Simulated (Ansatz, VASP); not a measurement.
# Two plane-wave programs on Se

Contents of INCAR:

```
PREC = Accurate ; ENCUT = 520
EDIFF = 1E-7 ; ISMEAR = -1
SIGMA = 0.1 ; LREAL = False
LASPH = True ; NELM = 60
ALGO = Normal ; ISIF = 2
LWAVE = False ; LCHARG = False
GGA = RE ; NBANDS = 20
```

Contents of KPOINTS:

```
Automatic mesh
0
Gamma
  11 11 5
```

File POSCAR:

```
Se
1.0
    3.7984713399      0.0000000000      0.0000000000
   -1.8992356700      3.2895726759      0.0000000000
    0.0000000000      0.0000000000      7.1592485967
Se
4
Direct
    0.0000000000      0.0000000000      1.0000000000
    1.0000000000      1.0000000000      0.5000000000
    0.3333333333      0.6666666667      0.2500000000
    0.6666666667      0.3333333333      0.7500000000
```

Input for Ansatz:

```yaml
crystal:
  lattice:
    - [3.7984713399, 0.0, 0.0]
    - [-1.89923567, 3.2895726759, 0.0]
    - [0.0, 0.0, 7.1592485967]
  atoms:
    - { symbol: Se, position: [0.0, 0.0, 1.0] }
    - { symbol: Se, position: [1.0, 1.0, 0.5] }
    - { symbol: Se, position: [0.3333333333, 0.6666666667, 0.25] }
    - { symbol: Se, position: [0.6666666667, 0.3333333333, 0.75] }
hamiltonian:
  xc: revpbe
  pseudopotentials:
    kind: paw
    azcp:
      Se: "pseudopotentials/Se.paw.azcp"
basis:
  ecutwfc: 420
  fft_grid_basis: typed
kpoints:
  mp_grid: { grid: [11, 11, 5], shift: [0, 0, 0] }
magnetization:
  spin_polarized: false
scf:
  occupations: { method: fermi_dirac, width: 0.1 }
  lower_state_search: "off"
output:
  stress: true
```

Alike in both runs: task single point; functional revPBE; k mesh 11 × 11 × 5; occupations fermi-dirac, width 0.1 eV; no spin polarisation.

```csv
,VASP,Ansatz
version,VASP 6.6.1,Ansatz 0.2.0
potentials or method,"VASP PAW PBE potentials, release 64 (Se)","plane waves (420 eV) with PAW, scalar-relativistic"
plane-wave cutoff (eV),520,420
valence electrons in the cell,24,64
```

```csv
,VASP,Ansatz,Ansatz less VASP
pressure (GPa),2.7,2.7,0.00
largest component of the traceless stress (GPa),1.41,1.41,-0.004
```

With one functional, cell and mesh, what is left measures potentials, basis and numerics. The two sets of potentials don't hold the same shells in valence.

Caveats: the PAW data sets were made with another functional, which shifts forces and pressure a little (VASP).
